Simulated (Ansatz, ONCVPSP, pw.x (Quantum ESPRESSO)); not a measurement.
## pw.x on sc N: one setting changed

Potential: optimised norm-conserving Vanderbilt (ONCV), ONCVPSP 4.0.1.1 (patched build), PBE; core [He], reference 2s2 2p3; waves: 2s: rc 1.05 bohr, ncon 4, nbas 8, qcut 7.8 1/bohr, local; 2p: rc 2.05 bohr, ncon 4, nbas 7, qcut 6.8 1/bohr, 2 projectors, debl 2.4 Ha; local part: the s channel; core correction: Teter function, fcfact 6, rcfact 2.06.

The reference run (k-mesh 17³, cutoffs 115/460 Ry, Fermi–Dirac 0.01 Ry, mixing_beta 0.4, conv_thr 1e-9, no spin) gives -4.41 GPa at 6.670 Å³/atom, where all-electron LAPW gives -4.61 GPa. This run, with its own iteration cap, changes mixing_beta to 0.1.

```
&control
  calculation='scf', prefix='x', pseudo_dir='./', outdir='./tmp', tstress=.true., disk_io='none'
/
&system
  ibrav=0, nat=1, ntyp=1, ecutwfc=115, ecutrho=460, nbnd=9,
  occupations='smearing', smearing='fd', degauss=0.01
/
&electrons
  conv_thr=1e-09, mixing_beta=0.1, electron_maxstep=60
/
ATOMIC_SPECIES
N 1.0 N.UPF
CELL_PARAMETERS angstrom
  1.88238568 0.00000000 0.00000000
  0.00000000 1.88238568 0.00000000
  0.00000000 0.00000000 1.88238568
ATOMIC_POSITIONS crystal
N 0.0000 0.0000 0.0000
K_POINTS automatic
17 17 17 0 0 0
```

```bash
pw.x < N.scf.in > N.scf.out
```

Question: How does the run end?

Answer: It converges in 8 iterations; the free energy moves by +0.0 meV/atom and the pressure by +0.00 GPa. The result is that of the reference run.

```
Message from routine setup:
     using ibrav=0 with symmetry is DISCOURAGED, use correct ibrav instead
     lattice parameter (alat)  =       3.5572  a.u.
     unit-cell volume          =      45.0114 (a.u.)^3
     number of electrons       =         5.00
     number of Kohn-Sham states=            9
     kinetic-energy cutoff     =     115.0000  Ry
     charge density cutoff     =     460.0000  Ry
     scf convergence threshold =      1.0E-09
     Exchange-correlation= PBE
     number of k points=   165  Fermi-Dirac smearing, width (Ry)=  0.0100
     iteration #  1     ecut=   115.00 Ry     beta= 0.10
     total energy              =     -22.35332593 Ry
     estimated scf accuracy    <       0.00245570 Ry
     iteration #  2     ecut=   115.00 Ry     beta= 0.10
     total energy              =     -22.35403173 Ry
     estimated scf accuracy    <       0.00199336 Ry
     iteration #  3     ecut=   115.00 Ry     beta= 0.10
     total energy              =     -22.35409838 Ry
     estimated scf accuracy    <       0.00001223 Ry
     [... 2 iterations left out ...]
     iteration #  6     ecut=   115.00 Ry     beta= 0.10
     total energy              =     -22.35409824 Ry
     estimated scf accuracy    <       0.00000006 Ry
     iteration #  7     ecut=   115.00 Ry     beta= 0.10
     total energy              =     -22.35409824 Ry
     estimated scf accuracy    <       0.00000003 Ry
     iteration #  8     ecut=   115.00 Ry     beta= 0.10
     the Fermi energy is    10.6374 ev
!    total energy              =     -22.35409825 Ry
     estimated scf accuracy    <          9.3E-11 Ry
     smearing contrib. (-TS)   =      -0.00173900 Ry
     The total energy is F=E-TS. E is the sum of the following terms:
     one-electron contribution =       4.11585899 Ry
     hartree contribution      =       1.67253062 Ry
     xc contribution           =      -8.20018643 Ry
     ewald contribution        =     -19.94056243 Ry
     convergence has been achieved in   8 iterations
          total   stress  (Ry/bohr**3)                   (kbar)     P=      -44.12
     Message from routine punch:
     Nothing written, as per user request (disk_io='none')
```

The run took about 18 s on one core of a shared host (Neoverse-N1, 64 threads, 124 GiB, load 55).
